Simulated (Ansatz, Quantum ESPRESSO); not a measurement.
**Equation of state of rock salt AlN**

How stiff is rock salt AlN under hydrostatic load? Each row scales the relaxed cell evenly and relaxes the atoms. The symmetry of the cell is held, so distortions that would lower it, which this phase may prefer, aren't tested. The phase is followed to these pressures whether or not it stays the stable one.

Calculated with Quantum ESPRESSO 7.5, PBEsol, GBRV 1.5 ultrasoft potentials, cutoff 680 eV, Fermi–Dirac smearing 0.02 eV, k-mesh 12×12×12, no spin polarisation, no spin-orbit coupling.

Reference cell, relaxed at zero pressure with PBEsol (Fm-3m): a = 2.8627 Å, b = 2.8627 Å, c = 2.8627 Å, α = 60.00°, β = 60.00°, γ = 60.00°.

```csv
atom,x,y,z
Al,0.0000,0.0000,0.0000
N,0.5000,0.5000,0.5000
```

| V (Å³/atom) | V/V0 | P (GPa) | E − E0 (meV/atom) |
| --- | --- | --- | --- |
| 7.7967 | 0.9400 | 18.367 | 27.6 |
| 7.9626 | 0.9600 | 11.623 | 12.0 |
| 8.4603 | 1.0200 | −4.992 | 2.5 |
| 8.6262 | 1.0400 | −9.512 | 9.8 |
| 8.7921 | 1.0600 | −13.602 | 21.7 |

V0 = 8.2944 Å³ an atom, where the residual pressure P0 is +0.003 GPa. **Question.** Fit the Birch–Murnaghan law and give the pressure and the energy at V = 8.1285 Å³ an atom, a row left out above.

With the Eulerian strain f = ½[(V0/V)^(2/3) − 1] and F = (P − P0)/[3f(1 + 2f)^(5/2)], the third-order law is the line F = B0 + (3/2) B0 (B′ − 4) f.

| f | F (GPa) |
| --- | --- |
| 0.02106 | 262.20 |
| 0.01380 | 262.30 |
| −0.00656 | 262.41 |
| −0.01291 | 262.37 |
| −0.01905 | 262.31 |

A straight line through the 5 rows: the means are −0.000732 for f and 262.32 for F, Σ(Δx)² = 0.001204 and ΣΔxΔy = −0.003856, so the slope is −0.003856/0.001204 = −3.2029 and the intercept 262.32 − (−3.2029)(−0.000732) = 262.32.

Hence B0 = 262.3 GPa and B′ = 4 + (−3.2)/(1.5 × 262.3) = 3.99. For the withheld volume f = 0.00678, F = 262.29 GPa and P = 5.52 GPa. The run itself gives 5.52 GPa, so the estimate misses by 0.00 GPa, a rounding's worth.

Integrating the same law gives E − E0 = (9/2) B0 V0 f²[1 + (B′ − 4) f] + P0(V0 − V), with 1 GPa Å³ = 6.2415 meV: 2.8 meV an atom. The run itself gives 3.0 meV, so the estimate misses by 0.2 meV; the fitted rows themselves lie up to 0.5 meV off the law.

The same fit over all rows at other levels or in other programs gives B0 = 276 GPa with r2SCAN (Ansatz), 264 GPa with PBEsol (Quantum ESPRESSO, PseudoDojo) and 276 GPa with LDA (Quantum ESPRESSO, GBRV).

[Logs are printed without paths, hosts, clocks, repeated set-up lines and the standing remarks that a program may print on its own settings, such as how far it seeks lower states.]
